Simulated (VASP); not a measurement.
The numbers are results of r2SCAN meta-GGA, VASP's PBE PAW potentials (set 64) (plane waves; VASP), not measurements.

VASP ran on this input.

### KPOINTS
```
Automatic mesh
0
Gamma
8 8 8
0 0 0
```

### POSCAR
```
LiI
1
    0.0000000000     2.9364236298     2.9364236298
    2.9364236298     0.0000000000     2.9364236298
    2.9364236298     2.9364236298     0.0000000000
Li I
1 1
Direct
  1.0000000000   0.0000000000   0.0000000000
  0.5000000000   0.5000000000   0.5000000000
```

**INCAR**
```
ALGO = Normal
EDIFF = 1E-7
ENCUT = 520
ISIF = 2
ISMEAR = 0
LASPH = .TRUE.
LCHARG = .FALSE.
LMAXMIX = 4
LMIXTAU = .TRUE.
LREAL = .FALSE.
LWAVE = .FALSE.
METAGGA = R2SCAN
NELM = 100
PREC = Accurate
SIGMA = 0.05
SYSTEM = LiI
```

POTCAR, in this order: Li_sv I (PBE.64 set). Program: vasp_std.

Output of the run:

### OUTCAR
```
 ion  position               nearest neighbor table
   1  0.000  0.000  0.000-   2 2.94   2 2.94   2 2.94   2 2.94   2 2.94   2 2.94
   2  0.500  0.500  0.500-   1 2.94   1 2.94   1 2.94   1 2.94   1 2.94   1 2.94
  LATTYP: Found a face centered cubic cell.
 ALAT       =     5.8728472596
 Subroutine PRICEL returns:
 Original cell was already a primitive cell.
 Subroutine GETGRP returns: Found 48 space group operations
The static configuration has the point symmetry O_h .
The dynamic configuration has the point symmetry O_h .
 Subroutine INISYM returns: Found 48 space group operations
 Subroutine IBZKPT returns following result:
 Found     29 irreducible k-points:

 Following reciprocal coordinates:
            Coordinates               Weight
  0.000000  0.000000  0.000000      1.000000
  0.125000  0.000000  0.000000      8.000000
  0.250000  0.000000  0.000000      8.000000
  0.375000  0.000000  0.000000      8.000000
  0.500000  0.000000  0.000000      4.000000
  0.125000  0.125000  0.000000      6.000000
  0.250000  0.125000  0.000000     24.000000
  0.375000  0.125000  0.000000     24.000000
  0.500000  0.125000  0.000000     24.000000
 -0.375000  0.125000  0.000000     24.000000
 -0.250000  0.125000  0.000000     24.000000
 -0.125000  0.125000  0.000000     12.000000
  0.250000  0.250000  0.000000      6.000000
  0.375000  0.250000  0.000000     24.000000
  0.500000  0.250000  0.000000     24.000000
 -0.375000  0.250000  0.000000     24.000000
 -0.250000  0.250000  0.000000     12.000000
  0.375000  0.375000  0.000000      6.000000
  0.500000  0.375000  0.000000     24.000000
 -0.375000  0.375000  0.000000     12.000000
  0.500000  0.500000  0.000000      3.000000
  0.375000  0.250000  0.125000     24.000000
  0.500000  0.250000  0.125000     48.000000
 -0.375000  0.250000  0.125000     24.000000
...
```

**OSZICAR**
```
       N       E                     dE             d eps       ncg     rms          rms(c)
DAV:   1     0.121752782698E+02    0.12175E+02   -0.37544E+03   522   0.987E+02
DAV:   2    -0.293133705535E+02   -0.41489E+02   -0.40406E+02   703   0.143E+02
DAV:   3    -0.309709130922E+02   -0.16575E+01   -0.16563E+01   622   0.326E+01
DAV:   4    -0.310278261653E+02   -0.56913E-01   -0.56876E-01   840   0.615E+00
DAV:   5    -0.310283443331E+02   -0.51817E-03   -0.51813E-03   646   0.586E-01    0.287E+00
DAV:   6    -0.296113827335E+02    0.14170E+01   -0.33486E-01   724   0.489E+00    0.244E+00
DAV:   7    -0.297101179579E+02   -0.98735E-01   -0.14075E-01   564   0.400E+00    0.292E-01
DAV:   8    -0.298089318653E+02   -0.98814E-01   -0.19578E-01   559   0.392E+00    0.242E-01
DAV:   9    -0.295793286581E+02    0.22960E+00   -0.67292E-02   539   0.339E+00    0.254E-01
DAV:  10    -0.295643634961E+02    0.14965E-01   -0.56908E-03   621   0.103E+00    0.199E-01
DAV:  11    -0.296748963962E+02   -0.11053E+00   -0.41558E-02   546   0.274E+00    0.223E-01
DAV:  12    -0.296782103790E+02   -0.33140E-02   -0.12143E-02   525   0.147E+00    0.128E-01
DAV:  13    -0.296835476167E+02   -0.53372E-02   -0.32864E-03   543   0.751E-01    0.687E-02
DAV:  14    -0.296835513061E+02   -0.36894E-05   -0.33278E-05   813   0.702E-02    0.595E-02
DAV:  15    -0.296837339057E+02   -0.18260E-03   -0.60420E-05   554   0.113E-01    0.642E-02
DAV:  16    -0.296835884976E+02    0.14541E-03   -0.53857E-05   613   0.945E-02    0.897E-02
DAV:  17    -0.296836906774E+02   -0.10218E-03   -0.20629E-05   551   0.727E-02    0.869E-02
DAV:  18    -0.296837246510E+02   -0.33974E-04   -0.12262E-05   542   0.521E-02    0.866E-02
DAV:  19    -0.296837209520E+02    0.36991E-05   -0.60986E-06   575   0.374E-02    0.838E-02
DAV:  20    -0.296837274825E+02   -0.65305E-05   -0.22902E-06   568   0.203E-02    0.777E-02
DAV:  21    -0.296837291135E+02   -0.16310E-05   -0.22518E-07   582   0.816E-03    0.757E-02
DAV:  22    -0.296837290834E+02    0.30102E-07   -0.24863E-08   419   0.147E-03
   1 F= -.29683729E+02 E0= -.29683729E+02  d E =-.892423E-16
```

OUTCAR:
```
------------------------ aborting loop because EDIFF is reached ----------------------------------------
  FORCE on cell =-STRESS in cart. coord.  units (eV):
  Direction    XX          YY          ZZ          XY          YZ          ZX
  --------------------------------------------------------------------------------------
  Total        0.5430736      0.5430736      0.5430736      0.0000000      0.0000000      0.0000000
  in kB       17.1823737     17.1823737     17.1823737      0.0000000      0.0000000      0.0000000
  external PRESSURE =      17.1823737 kB  Pullay stress =       0.0000000 kB
  volume of cell :       50.64
      direct lattice vectors                 reciprocal lattice vectors
     0.000000000  2.936423630  2.936423630    -0.170275159  0.170275159  0.170275159
     2.936423630  0.000000000  2.936423630     0.170275159 -0.170275159  0.170275159
     2.936423630  2.936423630  0.000000000     0.170275159  0.170275159 -0.170275159
 POSITION                                       TOTAL-FORCE (eV/Angst)
 -----------------------------------------------------------------------------------
      0.00000      0.00000      0.00000        -0.000000      0.000000      0.000000
      2.93642      2.93642      2.93642         0.000000     -0.000000     -0.000000
 -----------------------------------------------------------------------------------
    total drift:                                0.000000     -0.000000      0.000000
  FREE ENERGIE OF THE ION-ELECTRON SYSTEM (eV)
  ---------------------------------------------------
  free  energy   TOTEN  =       -29.6837290834 eV

  energy  without entropy=      -29.6837290834  energy(sigma->0) =      -29.68372908
```
(Selected blocks of OUTCAR.)

The compound is LiI in the rock salt structure. This cell is one point of a volume scan, at 0.94 of the reference volume.
